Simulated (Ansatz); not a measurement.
SiO2 with nitrogen replacing O: gradients before and after relaxing the atoms

Start: a supercell of SiO2 (space group Ima2) built from an entry of the Crystallography Open Database (COD; perhaps a calculated or model structure), with all atoms left at the host's positions.

```
CELL_PARAMETERS angstrom
-5.10850 3.97895 2.47825
10.21700 -7.95790 4.95650
5.10850 3.97895 -2.47825
ATOMIC_POSITIONS crystal
Si 0.85660 0.30091 0.45843
Si 0.85660 0.80092 0.45843
Si 0.14340 0.19909 0.54157
Si 0.14340 0.69908 0.54157
Si 0.85660 0.44909 0.75477
Si 0.85660 0.94908 0.75477
Si 0.14340 0.05092 0.24523
Si 0.14340 0.55092 0.24523
O 0.87536 0.38205 0.26992
O 0.87536 0.88205 0.26992
O 0.49418 0.30272 0.73008
O 0.49418 0.80272 0.73008
O 0.87536 0.05272 0.61126
O 0.87536 0.55272 0.61126
O 0.49418 0.13205 0.38874
O 0.49418 0.63205 0.38874
N 0.96610 0.39578 0.67453
O 0.96610 0.89579 0.67453
O 0.11704 0.14578 0.32547
O 0.11704 0.64579 0.32547
O 0.09431 0.29716 0.50000
O 0.09431 0.79715 0.50000
O 0.09431 0.04716 0.00000
O 0.09431 0.54715 0.00000
```

Sites (sets of like atoms) are named by element and the number of their first atom in this list.

Computed with Ansatz: DFT, PBE, plane waves and PAW, scalar-relativistic, 420 eV cutoff, Γ-centred 4×2×3 k-points, Fermi–Dirac smearing 0.01 eV, cell charge -1.

The largest force at the start is 3.0 eV/Å. Relaxing the ions at fixed cell moves them by 0.204 Å at most (atom 24, O) and 0.091 Å rms. End positions:

```
CELL_PARAMETERS angstrom
-5.10850 3.97895 2.47825
10.21700 -7.95790 4.95650
5.10850 3.97895 -2.47825
ATOMIC_POSITIONS crystal
Si 0.87157 0.30702 0.47133
Si 0.84833 0.79759 0.45381
Si 0.14853 0.20129 0.53621
Si 0.13685 0.69661 0.54996
Si 0.86549 0.44808 0.75792
Si 0.85515 0.94968 0.75288
Si 0.15597 0.05243 0.24553
Si 0.12843 0.54660 0.24418
O 0.86620 0.37692 0.26369
O 0.87899 0.88166 0.26630
O 0.49179 0.30405 0.73132
O 0.49589 0.80851 0.73732
O 0.87740 0.05350 0.60739
O 0.86887 0.55464 0.62098
O 0.50126 0.12975 0.38494
O 0.48573 0.62932 0.37881
N 0.00808 0.40645 0.69712
O 0.95886 0.89197 0.67329
O 0.12283 0.14591 0.31990
O 0.11786 0.64743 0.33380
O 0.08006 0.28931 0.47145
O 0.08839 0.79516 0.50181
O 0.09651 0.04543 0.99782
O 0.07265 0.55152 0.00222
```

```
site  atom  moved (Å)                 first shell before                  first shell after  V_zz before (10²¹ V/m²)  η before
 Si1     1      0.088  3 O at 1.61–1.62 Å, 1 N at 1.62 Å  1 N at 1.63 Å, 3 O at 1.64–1.67 Å                    -4.15      0.02
 Si2     2      0.039                 4 O at 1.61–1.62 Å                 4 O at 1.61–1.63 Å                     0.75      0.48
 Si3     3      0.052                 4 O at 1.61–1.62 Å                 4 O at 1.59–1.64 Å                     0.94      0.88
 Si4     4      0.076                 4 O at 1.61–1.62 Å                 4 O at 1.61–1.64 Å                     0.90      0.08
 Si5     5      0.069  3 O at 1.61–1.62 Å, 1 N at 1.62 Å  1 N at 1.63 Å, 3 O at 1.64–1.68 Å                    -4.14      0.08
 Si6     6      0.019                 4 O at 1.61–1.62 Å                 4 O at 1.61–1.63 Å                     0.72      0.64
 Si7     7      0.072                 4 O at 1.61–1.62 Å                 4 O at 1.61–1.64 Å                     0.81      0.30
 Si8     8      0.069                 4 O at 1.61–1.62 Å                 4 O at 1.60–1.64 Å                     1.00      0.71
  O9     9      0.054         2 Si at 1.62 Å, angle 135°    2 Si at 1.61–1.67 Å, angle 130°                     9.06      0.34
 O13    13      0.032         2 Si at 1.62 Å, angle 135°    2 Si at 1.62–1.64 Å, angle 136°                     8.66      0.33
 O14    14      0.107         2 Si at 1.62 Å, angle 135°    2 Si at 1.61–1.68 Å, angle 130°                     9.11      0.31
 O15    15      0.086         2 Si at 1.62 Å, angle 135°    2 Si at 1.61–1.67 Å, angle 133°                     8.60      0.40
   N    17      0.200         2 Si at 1.62 Å, angle 138°         2 Si at 1.63 Å, angle 128°                     2.64      0.24
 O21    21      0.187         2 Si at 1.61 Å, angle 146°    2 Si at 1.59–1.64 Å, angle 146°                     8.92      0.30
 O24    24      0.204         2 Si at 1.61 Å, angle 146°    2 Si at 1.60–1.64 Å, angle 144°                     9.12      0.25
```

Q: What are V_zz and η after the relaxation?

A: 

```tsv
site	atom	V_zz after	η after	change of V_zz
Si1	1	-5.62	0.07	-1.47
Si2	2	0.75	0.77	0.00
Si3	3	-1.64	0.92	–
Si4	4	-1.42	0.93	–
Si5	5	-5.56	0.14	-1.42
Si6	6	0.67	0.81	-0.05
Si7	7	1.14	0.73	+0.33
Si8	8	1.60	0.82	+0.60
O9	9	8.32	0.39	-0.74
O13	13	8.94	0.27	+0.28
O14	14	8.17	0.45	-0.94
O15	15	8.52	0.40	-0.08
N	17	2.52	0.66	-0.12
O21	21	9.16	0.28	+0.24
O24	24	8.90	0.30	-0.22
```

The largest change of V_zz along a kept axis is on Si1, from -4.15 to -5.62. The whole tensor moves most on O14, by 2.36 along its most changed direction. In per cent, |V_zz| changes by -8 to +61 on Si, -10 to +3 on O, -4 on N (all sites that start above 0.5, bar those whose gradient vanishes or changes sign or whose main axis turns by over 40°). Where |V_zz| stays above 0.1 and the axes keep their order, η moves most on N, from 0.24 to 0.66. On Si7 V_xx and V_yy change places (or their axes turn by over 50°), so the two values of η hide a larger change. On Si3, Si4 the largest principal value lies along another axis in the second run, so the two V_zz can't be compared directly. The table leaves out 9 of the 24 sites, with |V_zz| up to 9.59; their tensors move by 1.86 at most along any direction. The statements above cover all sites. The host's own positions weren't relaxed first, so part of the change far from the defect can be the host's relaxation.

The defect repeats with the cell of 24 atoms, so it feels its images: sites between two images don't show the values beside a lone defect, and zeros or small values of η there can come from the images' arrangement. O and Si carry a gradient in the pure host already, so the values there aren't the defect's effect alone. A uniform background compensates the cell's charge.
Before: The neighbours have not yet relaxed around the defect (largest force 3.0 eV/Å), so a real crystal will differ.
